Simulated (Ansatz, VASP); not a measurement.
Al2O3 (Corundum) in VASP and in Ansatz

INCAR

```
PREC = Accurate
ENCUT = 520
EDIFF = 1E-6
ISMEAR = 1
SIGMA = 0.05
LREAL = F
LASPH = T
NELM = 100
ALGO = Fast
ISIF = 2
LWAVE = F
LCHARG = F
GGA = PS
NBANDS = 35
```

Contents of KPOINTS:

```
Automatic mesh
0
Gamma
  5 5 5
```

The input POSCAR:

```
Al2O3
1.0
    2.4570847448      1.4186006259      4.4717032637
   -2.4570847448      1.4186006259      4.4717032637
    0.0000000000     -2.8372012517      4.4717032637
Al O
4 6
Direct
    0.3521600000      0.3521600000      0.3521600000
    0.1478400000      0.1478400000      0.1478400000
    0.6478400000      0.6478400000      0.6478400000
    0.8521600000      0.8521600000      0.8521600000
    0.5566800000      0.9433200000      0.2500000000
    0.2500000000      0.5566800000      0.9433200000
    0.9433200000      0.2500000000      0.5566800000
    0.4433200000      0.0566800000      0.7500000000
    0.7500000000      0.4433200000      0.0566800000
    0.0566800000      0.7500000000      0.4433200000
```

Input for Ansatz:

```yaml
crystal:
  lattice:
    - [2.457084744815018, 1.4186006258647579, 4.471703263741974]
    - [-2.457084744815018, 1.4186006258647579, 4.471703263741974]
    - [0.0, -2.8372012517295158, 4.471703263741974]
  atoms:
    - { symbol: Al, position: [0.35216, 0.35216, 0.35216] }
    - { symbol: Al, position: [0.14784, 0.14784, 0.14784] }
    - { symbol: Al, position: [0.64784, 0.64784, 0.64784] }
    - { symbol: Al, position: [0.85216, 0.85216, 0.85216] }
    - { symbol: O, position: [0.55668, 0.94332, 0.25] }
    - { symbol: O, position: [0.25, 0.55668, 0.94332] }
    - { symbol: O, position: [0.94332, 0.25, 0.55668] }
    - { symbol: O, position: [0.44332, 0.05668, 0.75] }
    - { symbol: O, position: [0.75, 0.44332, 0.05668] }
    - { symbol: O, position: [0.05668, 0.75, 0.44332] }
basis:
  ecutwfc: 500.0
kpoints:
  mp_grid:
    grid: [5, 5, 5]
hamiltonian:
  xc: pbesol
  pseudopotentials:
    kind: paw
scf:
  occupations:
    method: cold
    width: 0.05
output:
  stress: true
```

Alike in both runs: task single point; functional PBEsol; k mesh 5 × 5 × 5; no spin polarisation.

|  | VASP | Ansatz |
| --- | --- | --- |
| version | VASP 6.6.1 | Ansatz 0.2.0 |
| potentials or method | VASP PAW PBE potentials, release 64 (Al, O) | plane waves, PAW |
| plane-wave cutoff (eV) | 520 | 500 |
| occupations | methfessel-paxton of order 1, width 0.05 eV | cold, width 0.05 eV |
| valence electrons in the cell | 48 | 48 |

VASP gave:

* pressure (GPa): -18.0
* largest component of the traceless stress (GPa): 0.51

What did Ansatz give for the same quantities?

Pressure (GPa): -18.0; largest component of the traceless stress (GPa): 0.61.

Ansatz warned: «structure_snapped_to_symmetry».

Caveats: so large a pressure means that the cell lies far from this level's equilibrium, or that cutoff or potentials fall short (VASP); the potentials were made for another functional, which shifts forces and pressure (VASP).
